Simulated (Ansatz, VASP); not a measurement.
**TaN: VASP beside Ansatz**

The input INCAR:

```
SYSTEM = TaN
PREC     = Accurate       ! precision mode
ENCUT    = 600            ! plane-wave cutoff, eV
EDIFF    = 1E-6           ! SCF threshold, eV
ISMEAR   = -1             ! smearing method
SIGMA    = 0.05           ! smearing width, eV
LREAL    = .False.        ! projectors in reciprocal space
LASPH    = .True.         ! aspherical terms in the spheres
NELM     = 150            ! most SCF steps
ALGO     = Normal         ! electronic algorithm
ISIF     = 3              ! what is computed and relaxed
LWAVE    = .False.        ! write WAVECAR
LCHARG   = .False.        ! write CHGCAR
LMAXMIX  = 4              ! l up to which the mixer works
LDAU     = .True.         ! DFT+U
LDAUTYPE = 2            
LDAUL    = 2 -1           ! shell
LDAUU    = 5 0            ! U, eV
LDAUJ    = 0 0          
LDAUPRINT= 1            
GGA      = PE             ! functional
IBRION   = 2              ! ionic algorithm
NSW      = 60             ! ionic steps
EDIFFG   = -0.01          ! ionic threshold
```

Contents of KPOINTS:

```
Automatic mesh
0
Gamma
  10 10 9
  0 0 0
```

POSCAR

```
TaN
1.0
    2.9380011100      0.0000000000      0.0000000000
   -1.4690005500      2.5443836000      0.0000000000
    0.0000000000      0.0000000000      2.8830022100
Ta N
1 1
Direct
    0.3333333333      0.6666666667      0.5000000000
    0.0000000000      0.0000000000      0.0000000000
```

input.yaml

```yaml
crystal:
  lattice:
    - [2.93800111, 0.0, 0.0]
    - [-1.46900055, 2.5443836, 0.0]
    - [0.0, 0.0, 2.88300221]
  atoms:
    - { symbol: Ta, position: [0.3333333333, 0.6666666667, 0.5] }
    - { symbol: "N", position: [0.0, 0.0, 0.0] }
hamiltonian:
  xc: pbe
  pseudopotentials: { kind: paw }
  hubbard: { sites: [{ species: Ta, l: d, u_eff: 5.0 }] }
kpoints:
  mp_grid: { grid: [10, 10, 9] }
scf:
  occupations: { method: fermi_dirac, width: 0.05 }
output:
  forces: true
  stress: true
  eigenvalues: true
relax:
  f_tol: 0.01
  max_steps: 40
  cell: { stress_tol: 0.05 }
```

Alike in both runs: task relaxation of cell and atoms; functional PBE; k mesh 10 × 10 × 9; occupations fermi-dirac, width 0.05 eV; no spin polarisation; Hubbard terms Ta d U = 5.0 eV.

|  | VASP | Ansatz |
| --- | --- | --- |
| version | VASP 6.6.1 | Ansatz 0.2.0 |
| potentials or method | VASP PAW PBE potentials, release 64 (Ta_pv, N) | Ansatz PAW |
| plane-wave cutoff (eV) | 600 | 420 |
| valence electrons in the cell | 16 | 18 |

VASP gave:

| Item | Value |
| --- | --- |
| gap on the k mesh at the Fermi level, each at its own relaxed structure (eV) | none |
| relaxed volume (Å³/atom) | 11.46 |
| relaxed cell length with the largest relative difference (Å) | 2.945 |
| energy change over the relaxation (meV/atom) | -44 |

Problem. What did Ansatz give for the same quantities?

Solution. gap on the k mesh at the Fermi level, each at its own relaxed structure (eV): none; relaxed volume (Å³/atom): 11.08; relaxed cell length with the largest relative difference (Å): 2.902; energy change over the relaxation (meV/atom): -9.

The programs project onto different local orbitals, so the same U acts differently. A gap of «none» marks a metal or a gap that the smearing closes. The two sets of potentials don't hold the same shells in valence.

Caveats: U without spin polarisation on a metal has little footing; the plane-wave basis is chosen anew once the cell has moved, so the energies of steps on either side of that aren't comparable (Ansatz); the pressure holds a Pulay correction of +0.4 GPa for the finite cutoff (Ansatz). Zero-point motion and thermal expansion aren't in these numbers. PBE usually gives volumes a little too large and moduli too small.
